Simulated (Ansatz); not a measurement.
# Ru: the cost of one run

Method: DFT PBE, scalar-relativistic, plane waves, PAW, in Ansatz 0.2.0.

26 further runs of the same task are left out: 26 set aside as unsound or not needed.

**1. The structure to begin with**

It takes space group Fm-3m (No. 225, cubic). Conventional cell: a = 3.810 Å, b = 3.810 Å, c = 3.810 Å, α = 90.00°, β = 90.00°, γ = 90.00°. Ru (site symmetry m-3m) is surrounded by 12 Ru at 2.69 Å.

Coordinates:

```cif
data_structure
_symmetry_space_group_name_H-M 'P 1'
_symmetry_Int_Tables_number 1
_cell_length_a 2.6942
_cell_length_b 2.6942
_cell_length_c 2.6942
_cell_angle_alpha 60.000
_cell_angle_beta 60.000
_cell_angle_gamma 60.000
_cell_volume 13.83
loop_
_atom_site_label
_atom_site_type_symbol
_atom_site_fract_x
_atom_site_fract_y
_atom_site_fract_z
_atom_site_occupancy
Ru1 Ru 0.00000 0.00000 0.00000 1
```

It is the result of an earlier relaxation at this level (volume 13.83 Å³/atom; gap on the mesh: none (metal)).

**2. What is varied**

The energy is mapped over volume and the cell's shape.

- volume per atom: 7 values from 12.722 to 14.935 Å³
- c/a of the conventional cell: 9 values from 0.629 to 1.167

Nothing else is relaxed (symmetry fixes all fractional coordinates). Energies count from the relaxed crystal. Points are written as (first, second).

**3. Grid point (12.722 Å³, 0.629)**

Contents of input.yaml:

```yaml
crystal:
  lattice:
    - [0.0, 2.1622814731, 1.3605075029]
    - [2.1622814731, 0.0, 1.3605075029]
    - [2.1622814731, 2.1622814731, 0.0]
  atoms:
    - { symbol: Ru, position: [0.0, 0.0, 0.0] }
basis:
  ecutwfc: 420
kpoints:
  mp_grid: { grid: [22, 22, 22] }
hamiltonian:
  xc: pbe
scf:
  occupations: { method: gaussian, width: 0.15 }
output:
  forces: true
  stress: true
  eigenvalues: true
```

On the command line:

```
> ansatz run input.yaml --threads 1 --pin off --max-ram 2048MiB --backend cpu --events-out ev --progress --plain --runs-dir out
```

**Question.** How long does this run take on 1 thread of Intel Xeon 6975P-C (Granite Rapids), shared host, and how much memory does it need?

About 3.8 s, with a peak of 0.45 GiB.
